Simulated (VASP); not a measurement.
# Ag in VASP: further runs

Runs on Ag. Level: PBEsol. Tasks: single point.

Program: VASP 6.6.1. These are calculated values, not measurements. Logs are shortened: lines on timing, memory, paths and dates and some standing lists are left out, and cuts for length are marked.

## Step 1: The structure

The cell holds a slab with vacuum, 9 atoms: a = 2.866 Å, b = 2.866 Å, c = 32.214 Å, α = 90.00°, β = 90.00°, γ = 90.00°.

The cell was built by a generator and needn't be a form met in nature.

## Step 2: Single point, PBEsol

Contents of INCAR:

```
SYSTEM = Ag
  PREC = Accurate
  ENCUT = 520
  EDIFF = 1E-7
  ISMEAR = 1
  SIGMA = 0.1
  LREAL = .FALSE.
  LASPH = .TRUE.
  NELM = 100
  ALGO = Fast
  ISIF = 2
  LWAVE = .FALSE.
  LCHARG = .FALSE.
  LDIPOL = .TRUE.
  IDIPOL = 3
  DIPOL = 0.5 0.5 0.500
  GGA = PS
  NBANDS = 60
```

Contents of KPOINTS:

```
regular mesh
0
G
  7 7 1
  0 0 0
```

Contents of POSCAR:

```
Ag
1.0
    2.8663098920      0.0000000000      0.0000000000
    0.0000000000      2.8663098920      0.0000000000
    0.0000000000      0.0000000000     32.2142972920
Ag
9
Direct
    0.0000000000      0.0000000000      0.2483369396
    0.5000000000      0.5000000000      0.3112527047
    0.0000000000      0.0000000000      0.3741684698
    0.5000000000      0.5000000000      0.4370842349
    0.0000000000      0.0000000000      0.5000000000
    0.5000000000      0.5000000000      0.5629157651
    0.0000000000      0.0000000000      0.6258315302
    0.5000000000      0.5000000000      0.6887472953
    0.0000000000      0.0000000000      0.7516630604
```

Potentials or basis: VASP PAW PBE potentials, release 64 (Ag).

The run is started by

```
cat potpaw_PBE.64/Ag/POTCAR > POTCAR
mpirun -np 1 vasp_std > vasp.out
```

OUTCAR:

```text
SYSTEM = Ag
   PREC = Accurate
   ENCUT = 520
   EDIFF = 1E-7
   ISMEAR = 1
   LREAL = .FALSE.
   LASPH = .TRUE.
   NELM = 100
   ISIF = 2
   GGA = PS

 ion  position               nearest neighbor table
   1  0.000  0.000  0.248-   2 2.87   2 2.87   2 2.87   2 2.87
   2  0.500  0.500  0.311-   3 2.87   3 2.87   3 2.87   3 2.87   1 2.87   1 2.87   1 2.87   1 2.87

   3  0.000  0.000  0.374-   2 2.87   2 2.87   2 2.87   2 2.87   4 2.87   4 2.87   4 2.87   4 2.87

   4  0.500  0.500  0.437-   3 2.87   5 2.87   3 2.87   5 2.87   3 2.87   5 2.87   3 2.87   5 2.87
[... 5 lines left out ...]
   7  0.000  0.000  0.626-   8 2.87   8 2.87   8 2.87   8 2.87   6 2.87   6 2.87   6 2.87   6 2.87

   8  0.500  0.500  0.689-   7 2.87   7 2.87   7 2.87   7 2.87   9 2.87   9 2.87   9 2.87   9 2.87

   9  0.000  0.000  0.752-   8 2.87   8 2.87   8 2.87   8 2.87

  LATTYP: Found a simple tetragonal cell.
 ALAT       =     2.8663098920
 C/A-ratio  =    11.2389443242

  Lattice vectors:

 A1 = (   2.8663098920,   0.0000000000,   0.0000000000)
 A2 = (   0.0000000000,   2.8663098920,   0.0000000000)
 A3 = (   0.0000000000,   0.0000000000,  32.2142972920)

Analysis of symmetry for initial positions (statically):
=====================================================================
 Subroutine PRICEL returns:
 Original cell was already a primitive cell.

 Routine SETGRP: Setting up the symmetry group for a
 simple tetragonal supercell.

 Subroutine GETGRP returns: Found 16 space group operations
 (whereof 16 operations were pure point group operations)
 out of a pool of 16 trial point group operations.

The static configuration has the point symmetry D_4h.

Analysis of symmetry for dynamics (positions and initial velocities):
=====================================================================
 Subroutine PRICEL returns:
 Original cell was already a primitive cell.

 Routine SETGRP: Setting up the symmetry group for a
 simple tetragonal supercell.

 Subroutine GETGRP returns: Found 16 space group operations
 (whereof 16 operations were pure point group operations)
 out of a pool of 16 trial point group operations.

The dynamic configuration has the point symmetry D_4h.

 Subroutine INISYM returns: Found 16 space group operations
 (whereof 16 operations are pure point group operations),
 and found     1 'primitive' translations
[... 104 lines left out ...]
   PSTRESS=    0.0 pullay stress
   NELECT =      99.0000    total number of electrons
   NUPDOWN=      -1.0000    fix difference up-down
   EMIN   =  10.00;   EMAX   =-10.00  energy-range for DOS
   EFERMI =   0.00;   METHOD = LEGACY
   ISMEAR =     1;   SIGMA  =   0.10  broadening in eV -4-tet -1-fermi 0-gaus
   EFERMI_NEDOS =   21; number of points for ismear=-14 and -15
   IALGO  =     68    algorithm
   IMIX   =      4    mixing-type and parameters
     AMIX     =   0.40;   BMIX     =  1.00
     AMIX_MAG =   1.60;   BMIX_MAG =  1.00
  volume/ion in A,a.u.               =      29.41       198.45
  Fermi-wavevector in a.u.,A,eV,Ry     =   1.179564  2.229053 18.930761  1.391372
  Thomas-Fermi vector in A             =   2.315873
   LORBIT       =      0    0 simple, 1 ext, 2 COOP (PROOUT), +10 PAW based schemes
   GGA     = PS    functional components
   LHFCALC =     F    Hartree Fock is set to
   AEXX    =    0.0000 exact exchange contribution
   IVDW    =     0    specifies the selected vdW correction
   LEPSILON=     F    determine dielectric tensor
   LRPA    =     F    only Hartree local field effects (RPA)
 non-spin polarized calculation
 RMM-DIIS sequential band-by-band and
 Methfessel and Paxton  Order N= 1 SIGMA  =   0.10
  energy-cutoff  :      520.00
  volume of cell :      264.66
 maximum number of plane-waves:      7195
 NGX is ok and might be reduce to    24
   NGX = 11   NGY = 11   NGZ =119

 number of electron      98.9999973 magnetization

 dipolmoment           0.000000      0.000000      0.000000 electrons x Angstroem

 Free energy of the ion-electron system (eV)
  ---------------------------------------------------
  ext. energy  EPLUGINS =         0.00000000
  ---------------------------------------------------
  free energy    TOTEN  =       -28.79855547 eV

  energy without entropy =      -28.79847769  energy(sigma->0) =      -28.79852954

 E-fermi :   2.9442     XC(G=0):  -7.6508

 val. band max:        2.7393412666   @ k =   0.2857   0.1429   0.0000
 cond. band min:       2.9975747669   @ k =   0.2857   0.2857   0.0000
 fundamental gap:      0.2582335002
 Fermi energy:         2.9441546654

 k-point     1 :       0.0000    0.0000    0.0000
  band No.  band energies     occupation
      1      -4.9871      2.00000
      2      -4.5930      2.00000
      3      -4.0731      2.00000
      4      -3.6324      2.00000
      5      -3.5000      2.00000
      6      -3.4939      2.00000
[... 619 lines left out ...]
     59       9.8236      0.00000
     60      10.2853      0.00000

------------------------ aborting loop because EDIFF is reached ----------------------------------------

 vacuum level on the upper side and lower side of the slab       (xc-potential included)        -0.079        -0.079

  FORCE on cell =-STRESS in cart. coord.  units (eV):
  Direction    XX          YY          ZZ          XY          YZ          ZX
  --------------------------------------------------------------------------------------
  -------------------------------------------------------------------------------------
  Total       -2.0439399     -2.0439399     -0.3624677      0.0000000      0.0000000      0.0000000
  in kB      -12.3732492    -12.3732492     -2.1942443      0.0000000      0.0000000      0.0000000
  external PRESSURE =      -8.9802475 kB  Pullay stress =       0.0000000 kB

 VOLUME and BASIS-vectors are now :
 -----------------------------------------------------------------------------
  energy-cutoff  :      520.00
  volume of cell :      264.66
      direct lattice vectors                 reciprocal lattice vectors
     2.866309892  0.000000000  0.000000000     0.348880630  0.000000000  0.000000000
     0.000000000  2.866309892  0.000000000     0.000000000  0.348880630  0.000000000
     0.000000000  0.000000000 32.214297292     0.000000000  0.000000000  0.031042117

 POSITION                                       TOTAL-FORCE (eV/Angst)
 -----------------------------------------------------------------------------------
      0.00000      0.00000      8.00000        -0.000000     -0.000000      0.130969
      1.43315      1.43315     10.02679         0.000000      0.000000     -0.133859
      0.00000      0.00000     12.05357        -0.000000      0.000000     -0.009086
      1.43315      1.43315     14.08036        -0.000000     -0.000000     -0.035877
      0.00000      0.00000     16.10715        -0.000000     -0.000000      0.000000
      1.43315      1.43315     18.13394         0.000000     -0.000000      0.035877
      0.00000      0.00000     20.16072        -0.000000      0.000000      0.009086
      1.43315      1.43315     22.18751        -0.000000      0.000000      0.133859
      0.00000      0.00000     24.21430        -0.000000     -0.000000     -0.130969
 -----------------------------------------------------------------------------------
    total drift:                                0.000000     -0.000000      0.000000

  FREE ENERGIE OF THE ION-ELECTRON SYSTEM (eV)
  ---------------------------------------------------
  free  energy   TOTEN  =       -28.7985554651 eV

  energy  without entropy=      -28.7984776921  energy(sigma->0) =      -28.79852954

 vacuum level on the upper side and lower side of the slab         7.333         7.333
```

Wall time 2.6 min (1 thread of Intel Xeon 6975P-C (Granite Rapids), shared host); peak memory 0.4 GiB.

Results:

```
Free energy            : -28.7986 eV
Largest force          : 0.134 eV/Å
Band gap on the k mesh : none (metal or under the smearing width)
```

Forces on the atoms (eV/Å):
```
Ag   0.000  0.000  0.131
Ag   0.000  0.000 -0.134
Ag   0.000  0.000 -0.009
Ag   0.000  0.000 -0.036
Ag   0.000  0.000  0.000
Ag   0.000  0.000  0.036
Ag   0.000  0.000  0.009
Ag   0.000  0.000  0.134
Ag   0.000  0.000 -0.131
```

Caveat: the PAW data sets were made with another functional, which shifts forces and pressure a little.

## Step 3: Single point, PBEsol

Contents of INCAR:

```
SYSTEM = Ag
PREC     = Accurate       ! precision mode
ENCUT    = 520            ! plane-wave cutoff, eV
EDIFF    = 1E-6           ! SCF threshold, eV
ISMEAR   = -1             ! smearing method
SIGMA    = 0.03           ! smearing width, eV
LREAL    = .False.        ! projectors in reciprocal space
LASPH    = .True.         ! aspherical terms in the spheres
NELM     = 100            ! most SCF steps
ALGO     = Fast           ! electronic algorithm
ISIF     = 2              ! what is computed and relaxed
LWAVE    = .False.        ! write WAVECAR
LCHARG   = .False.        ! write CHGCAR
LDIPOL   = .True.       
IDIPOL   = 3            
DIPOL    = 0.5 0.5 0.500
GGA      = PS             ! functional
NBANDS   = 60             ! bands
```

Contents of KPOINTS:

```
regular mesh
0
Gamma
  11 11 1
  0 0 0
```

POSCAR is that of step 2.

Potentials or basis: VASP PAW PBE potentials, release 64 (Ag).

The run is started by

```
cat potpaw_PBE.64/Ag/POTCAR > POTCAR
mpirun -np 1 vasp_std > vasp.out
```

Run time: 4.2 min. Hardware: 1 thread of Intel Xeon 6975P-C (Granite Rapids), shared host; peak memory 0.49 GiB.

Results (log left out):

* Free energy: -28.6583 eV
* Largest force: 0.160 eV/Å
* Band gap on the k mesh: none (metal or under the smearing width)

Forces in eV/Å, atoms in the order of the input:
```
Ag   0.000  0.000  0.126
Ag   0.000  0.000 -0.160
Ag   0.000  0.000 -0.008
Ag   0.000  0.000 -0.002
Ag   0.000  0.000  0.000
Ag   0.000  0.000  0.002
Ag   0.000  0.000  0.008
Ag   0.000  0.000  0.160
Ag   0.000  0.000 -0.126
```

Levels at points of the mesh, in eV from the Fermi level:
| k point | band 46 | band 47 | band 48 | band 49 | band 50 | band 51 | band 52 | band 53 | band 54 | band 55 |
| --- | --- | --- | --- | --- | --- | --- | --- | --- | --- | --- |
| (0.00, 0.00, 0.00) | -2.90 | -2.88 | -2.88 | -2.87 | -2.78 | -2.78 | -1.65 | -0.32 | 0.85 | 1.41 |

Caveat: the PAW data sets were made with another functional, which shifts forces and pressure a little.
